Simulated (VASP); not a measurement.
# Co: convergence, energy difference of two geometries

Co, P6_3/mmc (no. 194), 2 atoms in the cell. LDA, energy difference of two geometries; PAW potentials Co (LDA set). VASP 6.6.1.

Wanted: energy difference within 0.5 meV/atom.

What the run is for: energy difference; Accuracy asked: standard; Second geometry: last atom moved by 0.05 A along z, cell strained by -1.0% along z.

The series start from Plane-wave cutoff (eV): 350; Smearing width (eV): 0.1; k-point mesh: 17 × 17 × 9; Precision mode (PREC): Accurate; Electronic threshold (eV): 1e-6; Aspherical gradient terms in the spheres (LASPH): yes; Electronic algorithm: ALGO=Normal. Each series keeps the choices made before it, and each single choice may use up half of a tolerance. Times cover all steps of a run.

## Plane-wave cutoff (eV)

| Plane-wave cutoff (eV) | Energy difference (meV/atom) | Time (s) |
|---|---|---|
| 220 | -9.82 | 7.1 |
| 270 | -5.81 | 10 |
| 310 | -5.66 | 10 |
| 350 | -5.68 | 11 |
| 400 | -5.64 | 13 |
| 470 | -5.64 | 20 |
| 570 | -5.65 | 22 |
| 710 (reference) | -5.64 | 27 |

Chosen: 270, the loosest value from which every tighter one stays within half of the tolerance.

## Smearing width (eV)

| Smearing width (eV) | Energy difference (meV/atom) | Time (s) |
|---|---|---|
| 0.4 | -5.81 | 9.3 |
| 0.3 | -6.10 | 9.5 |
| 0.2 | -6.04 | 9.3 |
| 0.15 | -5.92 | 9.2 |
| 0.1 | -5.81 | 10 |
| 0.05 (reference) | -5.81 | 9.1 |

Chosen: 0.2.

## k-point mesh

| k-point mesh | Energy difference (meV/atom) | Time (s) |
|---|---|---|
| 5 × 5 × 3 | -5.52 | 2.9 |
| 7 × 7 × 4 | -6.21 | 3.4 |
| 9 × 9 × 5 | -6.21 | 3.8 |
| 11 × 11 × 6 | -5.96 | 4.8 |
| 14 × 14 × 8 | -5.71 | 6.8 |
| 17 × 17 × 9 | -6.04 | 9.3 |
| 20 × 20 × 11 | -6.10 | 14 |
| 24 × 24 × 13 (reference) | -5.98 | 22 |

Chosen: 17 × 17 × 9.

## Precision mode (PREC)

| Precision mode (PREC) | Energy difference (meV/atom) | Time (s) |
|---|---|---|
| SingleN | -6.46 | 6.5 |
| Normal | -6.08 | 6.5 |
| Single | -5.93 | 8.7 |
| Accurate (reference) | -6.04 | 9.3 |

Chosen: Normal.

## Electronic threshold (eV)

| Electronic threshold (eV) | Energy difference (meV/atom) | Time (s) |
|---|---|---|
| 0.001 | -6.07 | 5.1 |
| 0.0001 | -6.08 | 5.9 |
| 1e-5 | -6.08 | 6.7 |
| 1e-6 | -6.08 | 6.5 |
| 1e-7 | -6.08 | 7.4 |
| 1e-8 (reference) | -6.08 | 7.9 |

Chosen: 0.001.

## Aspherical gradient terms in the spheres (LASPH)

| Aspherical gradient terms in the spheres (LASPH) | Energy difference (meV/atom) | Time (s) |
|---|---|---|
| no | -6.07 | 4.6 |
| yes (reference) | -6.07 | 5.1 |

Chosen: no.

## Electronic algorithm

| Electronic algorithm | Energy difference (meV/atom) | Time (s) |
|---|---|---|
| ALGO=Normal | -6.07 | 4.6 |
| ALGO=Fast | -6.07 | 4.6 |
| ALGO=VeryFast | -6.10 | 5.4 |
| ALGO=All ISEARCH=1 | -6.08 | 5.8 |
| ALGO=All ISEARCH=0 | -6.08 | 5.4 |
| ALGO=Damped TIME=0.4 | -6.09 | 5.8 |
| ALGO=Damped TIME=0.1 | -6.10 | 7.0 |
| ALGO=Old Fast | -6.07 | 4.4 |

Chosen: ALGO=Normal; no other choice that stays within half of the tolerance saves 30 % of the time.

## All choices together

| Input | Energy difference (meV/atom) | Time (s) |
|---|---|---|
| the program's defaults (naive) | -6.77 | 2.0 |
| chosen settings | -6.07 | 4.6 |
| reference settings throughout | -5.74 | 62 |

The tolerance is met.

## The input

INCAR:
```
SYSTEM = Co
GGA = CA
ISPIN = 2
MAGMOM = 2 2
LORBIT = 11
ISMEAR = 1
SIGMA = 0.2
LWAVE = .FALSE.
LCHARG = .FALSE.
ISIF = 2
PREC = Normal
LASPH = .FALSE.
LREAL = .FALSE.
ALGO = Normal
EDIFF = 0.001
NELM = 200
GGA_COMPAT = .FALSE.
ENCUT = 270
LMAXMIX = 4
KPAR = 8
```

KPOINTS:
```
Automatic mesh
0
Gamma
  17 17 9
  0 0 0
```

POSCAR.step1:
```
Co
1.0
    2.4719999032      0.0000000000      0.0000000000
   -1.2359999516      2.1408147143      0.0000000000
    0.0000000000      0.0000000000      4.0211440800
Co
2
Direct
    0.6666666667      0.3333333333      0.7500000000
    0.3333333333      0.6666666667      0.2500000000
```

POSCAR.step2:
```
Co
1.0
    2.4719999032      0.0000000000      0.0000000000
   -1.2359999516      2.1408147143      0.0000000000
    0.0000000000      0.0000000000      3.9809326392
Co
2
Direct
    0.6666666700      0.3333333300      0.7500000000
    0.3333333300      0.6666666700      0.2624342700
```

Commands (each step's output is kept before the next begins):
```
cat potpaw_LDA.64/Co/POTCAR > POTCAR
cp POSCAR.step1 POSCAR
mpirun -np 8 vasp_std > vasp.out
cp POSCAR.step2 POSCAR
mpirun -np 8 vasp_std > vasp.out
```

Limits: The moments start parallel; another order may lie lower.

The chosen input took VASP 6.6.1 4.6 s on 8 cores (Intel Xeon 6975P-C (Granite Rapids)), a shared host.

## An input that fails: too few electronic steps

The electronic loop stops at its limit of 7 steps.

Changes against the starting input:
```
- NELM = 200
+ NELM = 7
```
